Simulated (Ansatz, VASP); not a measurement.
## Two plane-wave programs on SrO

INCAR

```
SYSTEM = SrO
ALGO     = Normal         ! electronic algorithm
EDIFF    = 1E-6           ! SCF threshold, eV
ENCUT    = 520            ! plane-wave cutoff, eV
GGA      = PE             ! functional
ISIF     = 2              ! what is computed and relaxed
ISMEAR   = 0              ! smearing method
LASPH    = .TRUE.         ! aspherical terms in the spheres
LCHARG   = .TRUE.         ! write CHGCAR
LELF     = .TRUE.         ! ELF
LREAL    = .FALSE.        ! projectors in reciprocal space
LVHAR    = .TRUE.       
LWAVE    = .FALSE.        ! write WAVECAR
NBANDS   = 24             ! bands
NELM     = 60             ! most SCF steps
PREC     = Accurate       ! precision mode
SIGMA    = 0.01           ! smearing width, eV
```

File KPOINTS:

```
k-points
0
G
  6 6 4
  0 0 0
```

File POSCAR:

```
SrO
1.0
    4.2700252630      0.0000000000      0.0000000000
   -2.1350126315      3.6979503526      0.0000000000
    0.0000000000      0.0000000000      5.1444570048
Sr O
2 2
Direct
    0.3333333333      0.6666666667      0.2500000000
    0.6666666667      0.3333333333      0.7500000000
    0.6666666667      0.3333333333      0.2500000000
    0.3333333333      0.6666666667      0.7500000000
```

Input for Ansatz:

```yaml
crystal:
  lattice:
    - [4.270025263, 0.0, 0.0]
    - [-2.1350126315, 3.6979503526, 0.0]
    - [0.0, 0.0, 5.1444570048]
  atoms:
    - { symbol: Sr, position: [0.3333333333, 0.6666666667, 0.25] }
    - { symbol: Sr, position: [0.6666666667, 0.3333333333, 0.75] }
    - { symbol: O, position: [0.6666666667, 0.3333333333, 0.25] }
    - { symbol: O, position: [0.3333333333, 0.6666666667, 0.75] }
kpoints:
  mp_grid: { grid: [6, 6, 4] }
hamiltonian:
  xc: pbe
scf:
  occupations: { method: fixed }
output:
  optics:
    e_range: [0, 15]
    de: 0.05
    sigma: 0.1
    bands: auto
    scissors: 1.346
```

Alike in both runs: task single point; functional PBE; k mesh 6 × 6 × 4; no spin polarisation.

|  | VASP | Ansatz |
| --- | --- | --- |
| version | VASP 6.6.1 | Ansatz 0.2.0 |
| potentials or method | VASP PAW PBE potentials, release 64 (Sr_sv, O) | plane waves, PAW |
| plane-wave cutoff (eV) | 520 | 420 |
| occupations | gaussian, width 0.01 eV | fixed |
| valence electrons in the cell | 32 | 32 |

|  | VASP | Ansatz | Ansatz less VASP |
| --- | --- | --- | --- |
| gap on the k mesh at the Fermi level (eV) | 2.64 | 2.66 | +0.019 |

PBE gaps usually lie below the measured ones, often by a third to a half.
